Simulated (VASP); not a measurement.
# KF (Carobbiite) (Fm-3m) in VASP: notebook

Runs on KF (Carobbiite). Level: PBEsol. Tasks: single point.

Everything below comes from runs of VASP 6.6.1. Logs are shortened: lines on timing, memory, paths and dates and some standing lists are left out, and cuts for length are marked.

**1. Starting point**

It takes space group Fm-3m (No. 225, cubic). The conventional cell has a = 5.344 Å, b = 5.344 Å, c = 5.344 Å, α = 90.00°, β = 90.00°, γ = 90.00°. K (site symmetry m-3m) is surrounded by 6 F at 2.67 Å. Around F (site symmetry m-3m) lie 6 K at 2.67 Å.

**2. Single point, PBEsol**

Contents of INCAR:

```
ADDGRID = F
ALGO = Normal
EDIFF = 1E-6
ENCUT = 400
GGA = PS
ISIF = 2
ISMEAR = 0
LASPH = T
LCHARG = F
LREAL = F
LWAVE = F
NBANDS = 15
NELM = 100
PREC = Accurate
SIGMA = 0.05
```

Contents of KPOINTS:

```
k-points
0
Gamma
  2 2 2
```

Contents of POSCAR:

```
KF
1.0
    0.0000000000      2.6718500000      2.6718500000
    2.6718500000      0.0000000000      2.6718500000
    2.6718500000      2.6718500000      0.0000000000
K F
1 1
Direct
    0.0000000000      0.0000000000      0.0000000000
    0.5000000000      0.5000000000      0.5000000000
```

Potentials or basis: VASP PAW PBE potentials, release 64 (K_sv, F).

Launch:

```bash
$ cat potpaw_PBE.64/K_sv/POTCAR potpaw_PBE.64/F/POTCAR > POTCAR
$ mpirun -np 1 vasp_std > vasp.out
```

OUTCAR:

```text
EDIFF = 1E-6
   ENCUT = 400
   GGA = PS
   ISIF = 2
   ISMEAR = 0
   LASPH = T
   LREAL = F
   NELM = 100
   PREC = Accurate

 Found      3 irreducible k-points:

 Following reciprocal coordinates:
            Coordinates               Weight
  0.000000  0.000000  0.000000      1.000000
  0.500000  0.000000  0.000000      4.000000
  0.500000  0.500000  0.000000      3.000000
   k-points           NKPTS =      3   k-points in BZ     NKDIM =      3   number of bands    NBANDS=     15
   number of dos      NEDOS =    301   number of ions     NIONS =      2
   total plane-waves  NPLWV =  21952
   dimension x,y,z NGX =    28 NGY =   28 NGZ =   28
   dimension x,y,z NGXF=    56 NGYF=   56 NGZF=   56
   ions per type =               1   1
   NGX,Y,Z   is equivalent  to a cutoff of  12.32, 12.32, 12.32 a.u.
   NGXF,Y,Z  is equivalent  to a cutoff of  24.64, 24.64, 24.64 a.u.
 SYSTEM =  unknown system
   PREC   = accura    normal or accurate (medium, high low for compatibility)
   ISTART =      0    job   : 0-new  1-cont  2-samecut
   ICHARG =      2    charge: 1-file 2-atom 10-const
   ISPIN  =      1    spin polarized calculation?
   LNONCOLLINEAR =      F non collinear calculations
   LSORBIT =      F    spin-orbit coupling
   LASPH  =      T    aspherical Exc in radial PAW
   ENCUT  =  400.0 eV  29.40 Ry    5.42 a.u.   6.16  6.16  6.16*2*pi/ulx,y,z
   NELM   =    100;   NELMIN=  2; NELMDL= -5     # of ELM steps
   EDIFF  = 0.1E-05   stopping-criterion for ELM
   LREAL  =      F    real-space projection
   EDIFFG = 0.1E-04   stopping-criterion for IOM
   NSW    =      0    number of steps for IOM
   IBRION =     -1    ionic relax: 0-MD 1-quasi-New 2-CG
   NFREE  =      0    steps in history (QN), initial steepest desc. (CG)
   ISIF   =      2    stress and relaxation
   ISYM   =      2    0-nonsym 1-usesym 2-fastsym
   POTIM  = 0.5000    time-step for ionic-motion
   TEBEG  =    0.0;   TEEND  =   0.0 temperature during run
   PSTRESS=    0.0 pullay stress
   NELECT =      16.0000    total number of electrons
   NUPDOWN=      -1.0000    fix difference up-down
   EMIN   =  10.00;   EMAX   =-10.00  energy-range for DOS
   EFERMI =   0.00;   METHOD = LEGACY
   ISMEAR =     0;   SIGMA  =   0.05  broadening in eV -4-tet -1-fermi 0-gaus
   EFERMI_NEDOS =   21; number of points for ismear=-14 and -15
   IALGO  =     38    algorithm
   IMIX   =      4    mixing-type and parameters
     AMIX     =   0.40;   BMIX     =  1.00
     AMIX_MAG =   1.60;   BMIX_MAG =  1.00
  volume/ion in A,a.u.               =      19.07       128.72
  Fermi-wavevector in a.u.,A,eV,Ry     =   1.225442  2.315750 20.431978  1.501708
  Thomas-Fermi vector in A             =   2.360480
   LORBIT       =      0    0 simple, 1 ext, 2 COOP (PROOUT), +10 PAW based schemes
   GGA     = PS    functional components
   LHFCALC =     F    Hartree Fock is set to
   AEXX    =    0.0000 exact exchange contribution
   IVDW    =     0    specifies the selected vdW correction
   LEPSILON=     F    determine dielectric tensor
   LRPA    =     F    only Hartree local field effects (RPA)
 non-spin polarized calculation
 Gauss-broadening in eV      SIGMA  =   0.05
  energy-cutoff  :      400.00
  volume of cell :       38.15
 maximum number of plane-waves:       701
 NGX is ok and might be reduce to    28
   NGX = 13   NGY = 13   NGZ = 13

 number of electron      16.0000002 magnetization

 Free energy of the ion-electron system (eV)
  ---------------------------------------------------
  ext. energy  EPLUGINS =         0.00000000
  ---------------------------------------------------
  free energy    TOTEN  =        -8.51544386 eV

  energy without entropy =       -8.51544386  energy(sigma->0) =       -8.51544386

 E-fermi :  -2.6207     XC(G=0):  -8.5936

 val. band max:       -2.8930588698   @ k =   0.0000   0.0000   0.0000
 cond. band min:       3.1398282981   @ k =   0.0000   0.0000   0.0000
 fundamental gap:      6.0328871678
 Fermi energy:        -2.6206929311

 k-point     1 :       0.0000    0.0000    0.0000
  band No.  band energies     occupation
      1     -28.8790      2.00000
      2     -21.4066      2.00000
      3     -12.1899      2.00000
      4     -12.1899      2.00000
      5     -12.1899      2.00000
      6      -2.8931      2.00000
      7      -2.8931      2.00000
      8      -2.8931      2.00000
      9       3.1398      0.00000
     10       7.7312      0.00000
     11       7.7312      0.00000
     12       7.7312      0.00000
     13       9.4034      0.00000
     14       9.4034      0.00000
     15      13.8464      0.00000

 k-point     2 :       0.5000    0.0000    0.0000
  band No.  band energies     occupation
      1     -28.7811      2.00000
      2     -21.4981      2.00000
      3     -12.4699      2.00000
      4     -12.2272      2.00000
      5     -12.2272      2.00000
      6      -3.7091      2.00000
      7      -3.2473      2.00000
      8      -3.2473      2.00000
      9       6.0843      0.00000
     10       7.5737      0.00000
     11       9.1479      0.00000
     12       9.1479      0.00000
     13      11.4122      0.00000
     14      11.4122      0.00000
     15      13.2240      0.00000

 k-point     3 :       0.5000    0.5000    0.0000
  band No.  band energies     occupation
      1     -28.7597      2.00000
      2     -21.4227      2.00000
      3     -12.7641      2.00000
      4     -12.4068      2.00000
      5     -12.4068      2.00000
      6      -3.1105      2.00000
      7      -2.9477      2.00000
      8      -2.9477      2.00000
      9       5.2041      0.00000
     10       7.3344      0.00000
     11       8.7813      0.00000
     12      10.6932      0.00000
     13      11.3595      0.00000
     14      11.3595      0.00000
     15      12.8736      0.00000

------------------------ aborting loop because EDIFF is reached ----------------------------------------

  FORCE on cell =-STRESS in cart. coord.  units (eV):
  Direction    XX          YY          ZZ          XY          YZ          ZX
  --------------------------------------------------------------------------------------
  -------------------------------------------------------------------------------------
  Total       -1.2195333     -1.2195333     -1.2195333     -0.0000000     -0.0000000      0.0000000
  in kB      -51.2198200    -51.2198200    -51.2198200     -0.0000000     -0.0000000      0.0000000
  external PRESSURE =     -51.2198200 kB  Pullay stress =       0.0000000 kB

 VOLUME and BASIS-vectors are now :
 -----------------------------------------------------------------------------
  energy-cutoff  :      400.00
  volume of cell :       38.15
      direct lattice vectors                 reciprocal lattice vectors
     0.000000000  2.671850000  2.671850000    -0.187136254  0.187136254  0.187136254
     2.671850000  0.000000000  2.671850000     0.187136254 -0.187136254  0.187136254
     2.671850000  2.671850000  0.000000000     0.187136254  0.187136254 -0.187136254

 POSITION                                       TOTAL-FORCE (eV/Angst)
 -----------------------------------------------------------------------------------
      0.00000      0.00000      0.00000        -0.000000     -0.000000     -0.000000
      2.67185      2.67185      2.67185         0.000000      0.000000      0.000000
 -----------------------------------------------------------------------------------
    total drift:                                0.000000      0.000000      0.000000

  FREE ENERGIE OF THE ION-ELECTRON SYSTEM (eV)
  ---------------------------------------------------
  free  energy   TOTEN  =        -8.5154438570 eV

  energy  without entropy=       -8.5154438570  energy(sigma->0) =       -8.51544386
```

OSZICAR:

```text
N       E                     dE             d eps       ncg     rms          rms(c)
DAV:   1     0.932146317079E+02    0.93215E+02   -0.74222E+03    90   0.856E+02
DAV:   2    -0.568505896881E+01   -0.98900E+02   -0.90593E+02   118   0.253E+02
DAV:   3    -0.952019346127E+01   -0.38351E+01   -0.38202E+01   118   0.445E+01
DAV:   4    -0.961606024730E+01   -0.95867E-01   -0.95860E-01   121   0.675E+00
DAV:   5    -0.961645938787E+01   -0.39914E-03   -0.39914E-03   118   0.449E-01    0.567E+00
DAV:   6    -0.856242655944E+01    0.10540E+01   -0.30228E+00    90   0.128E+01    0.378E+00
DAV:   7    -0.852254935444E+01    0.39877E-01   -0.53377E-02    97   0.189E+00    0.234E+00
DAV:   8    -0.851377318740E+01    0.87762E-02   -0.52279E-02    90   0.221E+00    0.205E-01
DAV:   9    -0.851474934940E+01   -0.97616E-03   -0.36976E-03   104   0.526E-01    0.104E-01
DAV:  10    -0.851521776578E+01   -0.46842E-03   -0.37494E-04   104   0.169E-01    0.706E-02
DAV:  11    -0.851544140430E+01   -0.22364E-03   -0.25177E-04    90   0.102E-01    0.790E-03
DAV:  12    -0.851544482192E+01   -0.34176E-05   -0.88038E-06   125   0.278E-02    0.704E-03
DAV:  13    -0.851544379897E+01    0.10229E-05   -0.33127E-06    97   0.157E-02    0.780E-04
DAV:  14    -0.851544385704E+01   -0.58071E-07   -0.16136E-07   101   0.314E-03
   1 F= -.85154439E+01 E0= -.85154439E+01  d E =-.137171E-14
```

stdout:

```text
POSCAR found type information on POSCAR K F
 POSCAR found :  2 types and       2 ions
 scaLAPACK will be used
 -----------------------------------------------------------------------------
|                                                                             |
|                                                                             |
|     You enforced a specific xc type in the INCAR file but a different       |
|     I HOPE YOU KNOW WHAT YOU ARE DOING!                                     |
|                                                                             |
 -----------------------------------------------------------------------------

 LDA part: xc-table for (Slater+PW92), standard interpolation
 POSCAR, INCAR and KPOINTS ok, starting setup
 FFT: planning ... GRIDC
 FFT: planning ... GRID_SOFT
 FFT: planning ... GRID
 WAVECAR not read
 entering main loop
```

It took 4.5 s on 1 thread of Intel Xeon Platinum 8488C (Sapphire Rapids), shared host; peak memory 0.15 GiB.

These settings aren't checked as converged: the numbers below hold their error.

Results:

- Free energy: -8.5154 eV
- Band gap on the k mesh: 6.03 eV, direct

Caveat: the k mesh is coarse (spacing up to 1.02 Å⁻¹), so the values aren't converged; the cutoff is under 1.25 times the usual one of these potentials, so pressure, stress and relaxed cells hold a basis-set (Pulay) error; the PAW data sets were made with another functional, which shifts forces and pressure a little.

[end of part 1 of 2]
